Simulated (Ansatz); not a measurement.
# Mo(100) with 4 layers of random Mo-Ir, 2x2: scattering by chemical disorder, part 2 of 2

Wanted: resistance against the alloy's length, first Mo(100) with 4 layers of random Mo-Ir, 2x2.

Ansatz 0.2.0; Ansatz plane-wave DFT, PBE, PAW files; ballistic transport by layer matching (Landauer), zero bias; PAW set soft_1.

So far. Step 3 (With 8 alloy layers): Over the solved energies the transmission per spin lies between 2.29 and 2.42, out of 6.68 channels of the lead on average (up to 6.84).

**4. With 12 alloy layers**

In 12 layers a share of 0.75 of the sites is given to Ir at random. A fresh draw is used; the growth of the resistance with length is what counts.

System of this step: Mo(100) with 12 layers of random Mo-Ir, 2x2. The cell holds 88 atoms: 52 Mo and 36 Ir. Its edges and angles: a = 6.294 Å, b = 6.294 Å, c = 34.617 Å, α = 90.0°, β = 90.0°, γ = 90.0°. It derives from Mo. Regions: lead, 40 atoms (40 Mo); scattering region, 48 atoms (36 Ir and 12 Mo). The structure is stacked along c, and the current runs across the ab planes.

The input, input.yaml:

```yaml
crystal:
  lattice:
    - [6.294, 0.0, 0.0]
    - [0.0, 6.294, 0.0]
    - [0.0, 0.0, 34.617]
  atoms:
    - { symbol: Mo, position: [0.0, 0.0, 0.0227272727] }
    - { symbol: Mo, position: [0.0, 0.5, 0.0227272727] }
    - { symbol: Mo, position: [0.5, 0.0, 0.0227272727] }
    - { symbol: Mo, position: [0.5, 0.5, 0.0227272727] }
    - { symbol: Mo, position: [0.25, 0.25, 0.0681818182] }
    - { symbol: Mo, position: [0.25, 0.75, 0.0681818182] }
    - { symbol: Mo, position: [0.75, 0.25, 0.0681818182] }
    - { symbol: Mo, position: [0.75, 0.75, 0.0681818182] }
    - { symbol: Mo, position: [0.0, 0.0, 0.1136363636] }
    - { symbol: Mo, position: [0.0, 0.5, 0.1136363636] }
    - { symbol: Mo, position: [0.5, 0.0, 0.1136363636] }
    - { symbol: Mo, position: [0.5, 0.5, 0.1136363636] }
    - { symbol: Mo, position: [0.25, 0.25, 0.1590909091] }
    - { symbol: Mo, position: [0.25, 0.75, 0.1590909091] }
    - { symbol: Mo, position: [0.75, 0.25, 0.1590909091] }
    - { symbol: Mo, position: [0.75, 0.75, 0.1590909091] }
    - { symbol: Mo, position: [0.0, 0.0, 0.2045454545] }
    - { symbol: Mo, position: [0.0, 0.5, 0.2045454545] }
    - { symbol: Mo, position: [0.5, 0.0, 0.2045454545] }
    - { symbol: Mo, position: [0.5, 0.5, 0.2045454545] }
    - { symbol: Ir, position: [0.25, 0.25, 0.25] }
    - { symbol: Ir, position: [0.25, 0.75, 0.25] }
    - { symbol: Ir, position: [0.75, 0.25, 0.25] }
    - { symbol: Ir, position: [0.75, 0.75, 0.25] }
    - { symbol: Ir, position: [0.0, 0.0, 0.2954545455] }
    - { symbol: Ir, position: [0.0, 0.5, 0.2954545455] }
    - { symbol: Mo, position: [0.5, 0.0, 0.2954545455] }
    - { symbol: Ir, position: [0.5, 0.5, 0.2954545455] }
    - { symbol: Ir, position: [0.25, 0.25, 0.3409090909] }
    - { symbol: Ir, position: [0.25, 0.75, 0.3409090909] }
    - { symbol: Ir, position: [0.75, 0.25, 0.3409090909] }
    - { symbol: Ir, position: [0.75, 0.75, 0.3409090909] }
    - { symbol: Ir, position: [0.0, 0.0, 0.3863636364] }
    - { symbol: Mo, position: [0.0, 0.5, 0.3863636364] }
    - { symbol: Ir, position: [0.5, 0.0, 0.3863636364] }
    - { symbol: Ir, position: [0.5, 0.5, 0.3863636364] }
    - { symbol: Ir, position: [0.25, 0.25, 0.4318181818] }
    - { symbol: Ir, position: [0.25, 0.75, 0.4318181818] }
    - { symbol: Ir, position: [0.75, 0.25, 0.4318181818] }
    - { symbol: Ir, position: [0.75, 0.75, 0.4318181818] }
    - { symbol: Ir, position: [0.0, 0.0, 0.4772727273] }
    - { symbol: Ir, position: [0.0, 0.5, 0.4772727273] }
    - { symbol: Ir, position: [0.5, 0.0, 0.4772727273] }
    - { symbol: Mo, position: [0.5, 0.5, 0.4772727273] }
    - { symbol: Mo, position: [0.25, 0.25, 0.5227272727] }
    - { symbol: Ir, position: [0.25, 0.75, 0.5227272727] }
    - { symbol: Mo, position: [0.75, 0.25, 0.5227272727] }
    - { symbol: Mo, position: [0.75, 0.75, 0.5227272727] }
    - { symbol: Ir, position: [0.0, 0.0, 0.5681818182] }
    - { symbol: Ir, position: [0.0, 0.5, 0.5681818182] }
    - { symbol: Ir, position: [0.5, 0.0, 0.5681818182] }
    - { symbol: Ir, position: [0.5, 0.5, 0.5681818182] }
    - { symbol: Ir, position: [0.25, 0.25, 0.6136363636] }
    - { symbol: Ir, position: [0.25, 0.75, 0.6136363636] }
    - { symbol: Ir, position: [0.75, 0.25, 0.6136363636] }
    - { symbol: Ir, position: [0.75, 0.75, 0.6136363636] }
    - { symbol: Mo, position: [0.0, 0.0, 0.6590909091] }
    - { symbol: Mo, position: [0.0, 0.5, 0.6590909091] }
    - { symbol: Ir, position: [0.5, 0.0, 0.6590909091] }
    - { symbol: Mo, position: [0.5, 0.5, 0.6590909091] }
    - { symbol: Ir, position: [0.25, 0.25, 0.7045454545] }
    - { symbol: Mo, position: [0.25, 0.75, 0.7045454545] }
    - { symbol: Ir, position: [0.75, 0.25, 0.7045454545] }
    - { symbol: Ir, position: [0.75, 0.75, 0.7045454545] }
    - { symbol: Mo, position: [0.0, 0.0, 0.75] }
    - { symbol: Ir, position: [0.0, 0.5, 0.75] }
    - { symbol: Mo, position: [0.5, 0.0, 0.75] }
    - { symbol: Ir, position: [0.5, 0.5, 0.75] }
    - { symbol: Mo, position: [0.25, 0.25, 0.7954545455] }
    - { symbol: Mo, position: [0.25, 0.75, 0.7954545455] }
    - { symbol: Mo, position: [0.75, 0.25, 0.7954545455] }
    - { symbol: Mo, position: [0.75, 0.75, 0.7954545455] }
    - { symbol: Mo, position: [0.0, 0.0, 0.8409090909] }
    - { symbol: Mo, position: [0.0, 0.5, 0.8409090909] }
    - { symbol: Mo, position: [0.5, 0.0, 0.8409090909] }
    - { symbol: Mo, position: [0.5, 0.5, 0.8409090909] }
    - { symbol: Mo, position: [0.25, 0.25, 0.8863636364] }
    - { symbol: Mo, position: [0.25, 0.75, 0.8863636364] }
    - { symbol: Mo, position: [0.75, 0.25, 0.8863636364] }
    - { symbol: Mo, position: [0.75, 0.75, 0.8863636364] }
    - { symbol: Mo, position: [0.0, 0.0, 0.9318181818] }
    - { symbol: Mo, position: [0.0, 0.5, 0.9318181818] }
    - { symbol: Mo, position: [0.5, 0.0, 0.9318181818] }
    - { symbol: Mo, position: [0.5, 0.5, 0.9318181818] }
    - { symbol: Mo, position: [0.25, 0.25, 0.9772727273] }
    - { symbol: Mo, position: [0.25, 0.75, 0.9772727273] }
    - { symbol: Mo, position: [0.75, 0.25, 0.9772727273] }
    - { symbol: Mo, position: [0.75, 0.75, 0.9772727273] }
kpoints:
  mp_grid: { grid: [4, 4, 1] }
hamiltonian:
  xc: pbe
  pseudopotentials: { kind: paw, azcp: { folder: soft_1 } }
scf:
  occupations: { method: fermi_dirac, width: 0.1 }
output:
  transmission: { leads: [[0, 4]], kmesh: [8, 8], e_range: [-0.05, 0.05], de: 0.05 }
  write_potential: true
  write_density: true
  volumetric_format: npy
```

On the command line:

```sh
> ansatz run input.yaml --threads 4 --pin off --max-ram 15360MiB --backend cpu --events-out ev --progress --plain --runs-dir out
```

Numbers of over 12 decimals in the logs are rounded to 6 here.

Log:

```text
[...]
Crystal: 88 atoms, lattice volume = 1371.333 Å³
Basis set: ecut = 420 eV, 26839 PW (Γ)
Bands: 804, of which v1, the nominal top of the filled ones, is band 670 counted from 1 (669 counted from 0)
Symmetry: 1 space group operations
[...]
k-points: 10 of 16 (time reversal used)
[...]
SCF iter   1: F=—  HF=-687476.255030 eV  |F-HF|=—  |Δ(HF+E_count)|=         —  Δρ=1.06e-1  dr2=2.75e2  ethr=3.10e-3  ⟨swp⟩=5.0  Hψ=24155  notcnv=0
[...]
SCF iter  11: F=-687425.479094 eV  HF=-687425.479094 eV  |F-HF|=3.26e-9  |Δ(HF+E_count)|=   1.02e-8  Δρ=5.37e-7  dr2=4.43e-9  ethr=7.46e-12  ⟨swp⟩=6.2  Hψ=17470  notcnv=0
SCF 1 converged in 11 iterations: F = -687425.479094 eV  dr2 = 4.43e-9
[...]
transmission: 228 of 2278 steps passed
transmission: 456 of 2278 steps passed
[...]
transmission: 2278 of 2278 steps passed
SCF converged after 11 iterations
Free energy (F): -687425.479094 eV
[...]
Internal energy: -687421.920785 eV  (E = F + TS)
E sigma→0 (E₀):  -687423.699940 eV
Entropy (-TS):   -3.558309 eV (-40.435 meV/atom)
Fermi energy:    21.821142 eV
[...]
--- Band table (eV; the first three rows and the last of 10) ---
  k-point 0: bands = [... 666 lower, 21.8166, 21.8496, 21.8660, 21.8820, 21.9043, 21.9527, 21.9845, 21.9927, ... 130 higher]
  k-point 1: bands = [... 666 lower, 21.7677, 21.7697, 21.7889, 21.8004, 21.8183, 21.8309, 21.8401, 21.8642, ... 130 higher]
  k-point 2: bands = [... 666 lower, 21.7650, 21.7834, 21.7944, 21.7982, 21.8045, 21.8202, 21.8558, 21.8657, ... 130 higher]
  k-point 9: bands = [... 666 lower, 21.7714, 21.8149, 21.8354, 21.8552, 21.8694, 21.9187, 21.9547, 21.9729, ... 130 higher]
--- Transmission ---
  basis      : 349 plane waves across, 67 finite elements along
  points     : 34, standing for a mesh of 8 x 8
[...]
channels       : 6.593750e0 a spin
[...]
slowest decay  : 0.0459 /Å at (0.3750, 0.5000)
  junction   : crystal 0 to crystal 0, 0.70 to 33.74 Å
    transmission   : 1.917796e0 a spin
[...]
```

Elapsed: 23 min, on 4 threads of Arm Neoverse V2, shared host; peak memory 8.9 GiB.

This step gave:

| Item | Value |
| --- | --- |
| free energy | -687425.4791 eV |
| energy at zero smearing | -687423.6999 eV |
| Fermi energy | 21.82 eV |
| transmission per spin nearest the Fermi level | 1.918 |
| step of the lead's potential | 12.5 meV |

Per spin. Transmission, zone mean against energy, zero at the Fermi level:

| energy (eV) | transmission, zone mean |
| --- | --- |
| -0.0500 | 1.90 |
| 0.0000 | 1.92 |
| 0.0500 | 1.90 |

Over the solved energies the transmission per spin lies between 1.90 and 1.92, out of 6.64 channels of the lead on average (up to 6.78).

**5. The fit**

This step: Ansatz plane-wave DFT, PBE, PAW files; ballistic transport by layer matching (Landauer), zero bias; residual resistivity from the slope of the area resistance, atoms on the host's lattice; PAW set soft_1 (Ansatz 0.2.0).

This step gave:

- resistivity: 81.52 µΩ cm
- intercept: 0.3783 fΩ m²
- scatter about the fit: 0.004723 fΩ m²

Resistance, by row:

| run | length (Å) | T | channels N | RA (fΩ m²) |
| --- | --- | --- | --- | --- |
| n4 | 6.294 | 3.083 | 6.635 | 0.888 |
| n8 | 12.59 | 2.349 | 6.677 | 1.411 |
| n12 | 18.88 | 1.904 | 6.635 | 1.914 |

Area resistance against length of the alloy:

| length of the alloy (Å) | area resistance (fΩ m²) |
| --- | --- |
| 6.29 | 0.888 |
| 12.59 | 1.41 |
| 18.88 | 1.91 |

The area resistance goes from 0.89 to 1.9 fΩ m² between 6.3 and 18.9 Å, a slope of 82 µΩ cm.

By hand from the end points: (1.914 − 0.8880) fΩ m² / (18.88 − 6.29) Å = 82 µΩ cm, since 1 fΩ m² per Å is 1000 µΩ cm.

**6. Results**

| Property | Result |
| --- | --- |
| resistivity from the slope | 81.5 µΩ cm |
| area resistance over 6.29 Å | 0.888 fΩ m² |
| area resistance over 12.6 Å | 1.41 fΩ m² |
| area resistance over 18.9 Å | 1.91 fΩ m² |

The slope gives 82 µΩ cm. The points scatter by 0.0047 fΩ m² about the line, with one random draw a length in a 2x2 cell, so the slope is a rough value. Read with a model of isotropic scattering on a spherical Fermi surface and the lead's 1.3×10¹⁵ S/m², this slope means a mean free path near 7.1 Å (a rough figure, since the alloy's own channel count differs); over these lengths the model's slope is within 3 % of its bulk resistivity. The atoms sit on the host's lattice, so scattering by size misfit is left out. With 75 % of Ir, whose own structure is another, this is a hypothetical phase. Spin-orbit coupling is left out, which matters for Ir.

[Logs are printed without paths, hosts, clocks, repeated set-up lines and the standing remarks that a program may print on its own settings, such as how far it seeks lower states.]

[Hosts, paths, dates, database ids (printed as entryN), source tags and the programs' standing remarks are cut or masked in the printed files.]
